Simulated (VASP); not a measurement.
Set up this calculation in VASP 6.6.1, as the native input.

```yaml
Task: relaxation of cell and atoms
Functional: PBE
Dispersion: D3(BJ)
Potentials_or_basis: VASP PAW PBE potentials, release 64 (C)
Cutoff: 520 eV
k_mesh: 6 × 6 × 2
Occupations: gaussian, width 0.02 eV
Spin: no spin polarisation
Further_INCAR_settings: ALGO = Normal; EDIFF = 1e-07; IBRION = 2; EDIFFG = -0.002; NSW = 80; ISIF = 3
```

The structure of C lies in POSCAR:

```
C                                       
1.0
    2.4669069410     -0.0000000000     -0.0000000000
   -1.2334534705      2.1364040800     -0.0000000000
   -0.0000000000     -0.0000000000      6.6206949942
  C             
     4
Direct
     0.0000000000000000    0.0000000000000000    0.2500000000000000
     0.0000000000000000    0.0000000000000000    0.7500000000000000
     0.3333333300000021    0.6666666699999979    0.2500000000000000
     0.6666666699999979    0.3333333300000021    0.7500000000000000
```

The input as run:

INCAR

```
SYSTEM = C
PREC = Accurate
ENCUT = 520
EDIFF = 1E-7
ISMEAR = 0
SIGMA = 0.02
LREAL = .FALSE.
LASPH = .TRUE.
NELM = 60
ALGO = Normal
ISIF = 3
LWAVE = .FALSE.
LCHARG = .FALSE.
GGA = PE
IVDW = 12
IBRION = 2
NSW = 80
EDIFFG = -0.002
KPAR = 4
```

KPOINTS

```
Automatic mesh
0
G
  6 6 2
  0 0 0
```

Potentials or basis: VASP PAW PBE potentials, release 64 (C).

Run with:

```bash
$ cat potpaw_PBE.64/C/POTCAR > POTCAR
$ mpirun -np 4 vasp_std > vasp.out
```

It gave:

```yaml
Relaxed_volume: 8.77 Å³/atom
Relaxed_cell: a = 2.467 Å, b = 2.467 Å, c = 6.654 Å, α = 90.00°, β = 90.00°, γ = 120.00°
Space_group_after_relaxing_to_0.05_Å: P6_3/mmc (No. 194)
Energy_gained_by_relaxing: 0.0 meV/atom
Ionic_steps: 9
Pressure_after_relaxing: 0.0 GPa
Band_gap_on_the_k_mesh: none (metal or under the smearing width)
Dispersion_energy_per_atom: -0.158 eV
```

Caveat: the k mesh is coarse (spacing up to 0.49 Å⁻¹), so the values aren't converged.

It took 11 s on 4 MPI ranks on Intel(R) Xeon(R) Platinum 8488C (Sapphire Rapids), on a shared host, peak memory 0.15 GiB a rank.
